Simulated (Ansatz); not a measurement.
Write the native input for Ansatz 0.2.0 that does the following.

```
Task                                : band structure
Functional                          : m-r2SCAN
Potentials or basis                 : Ansatz PAW
Cutoff                              : 500 eV (not typed: the program's choice for these potentials)
k mesh                              : 10 × 10 × 3
Occupations                         : fermi-dirac, width 0.05 eV
Spin                                : no spin polarisation
Path                                : [["G", "M", "K", "G", "A", "L", "H", "A"], ["L", "M"], ["K", "H"]]
Points for each segment of the path : 14
```

Crystal: WS2 (Tungstenite).

```xyz
6
Lattice="3.1800 0.0000 0.0000 -1.5900 2.7540 0.0000 0.0000 0.0000 12.5000" Properties=species:S:1:pos:R:3 pbc="T T T"
W     1.5900    0.9180    9.3750
W     0.0000    1.8360    3.1250
S     1.5900    0.9180    4.6875
S     0.0000    1.8360   10.9375
S     1.5900    0.9180    1.5625
S     0.0000    1.8360    7.8125
```

One way to write it, as run:

input.yaml

```yaml
crystal:
  lattice:
    - [3.18, 0.0, 0.0]
    - [-1.59, 2.753960784, 0.0]
    - [0.0, 0.0, 12.5]
  atoms:
    - { symbol: W, position: [0.6666666667, 0.3333333333, 0.75] }
    - { symbol: W, position: [0.3333333333, 0.6666666667, 0.25] }
    - { symbol: S, position: [0.6666666667, 0.3333333333, 0.375] }
    - { symbol: S, position: [0.3333333333, 0.6666666667, 0.875] }
    - { symbol: S, position: [0.6666666667, 0.3333333333, 0.125] }
    - { symbol: S, position: [0.3333333333, 0.6666666667, 0.625] }
hamiltonian:
  xc: mr2scan
  pseudopotentials: { kind: paw }
kpoints:
  mp_grid: { grid: [10, 10, 3] }
  band_path:
    path:
      - [[0.0, 0.0, 0.0], [0.5, 0.0, 0.0], [0.3333333333, 0.3333333333, 0.0], [0.0, 0.0, 0.0], [0.0, 0.0, 0.5], [0.5, 0.0, 0.5], [0.3333333333, 0.3333333333, 0.5], [0.0, 0.0, 0.5]]
      - [[0.5, 0.0, 0.5], [0.5, 0.0, 0.0]]
      - [[0.3333333333, 0.3333333333, 0.0], [0.3333333333, 0.3333333333, 0.5]]
    npoints: 14
scf:
  occupations: { method: fermi_dirac, width: 0.05 }
  n_extra_bands: 15
output:
  forces: true
  stress: true
  eigenvalues: true
  fatbands: false
```

Potentials or basis: Ansatz PAW.

Launch:

```bash
$ ansatz run input.yaml --threads 2 --pin off --max-ram 5120MiB --backend cpu --events-out ev --progress --plain --runs-dir out
```

It gave:

| Item | Value |
| --- | --- |
| Pressure | 0.2 GPa |
| Largest force | 0.116 eV/Å |
| Band gap on the k mesh | 1.23 eV, indirect (least direct gap 2.21 eV) |
| Band gap along the path | 1.15 eV, indirect (least direct gap 1.86 eV) |

Caveat: the k mesh misses the band edges, so the gap on the mesh is wider than the one along the path; spin-orbit coupling is left out, which moves the levels of the heavy elements; the PAW data sets come from PBE, with cores solved anew for the run's functional, which leaves a small shift of forces and pressure.

Wall time 21 s on 2 threads of Arm Neoverse V1, with other jobs on the host, peak memory 0.71 GiB.
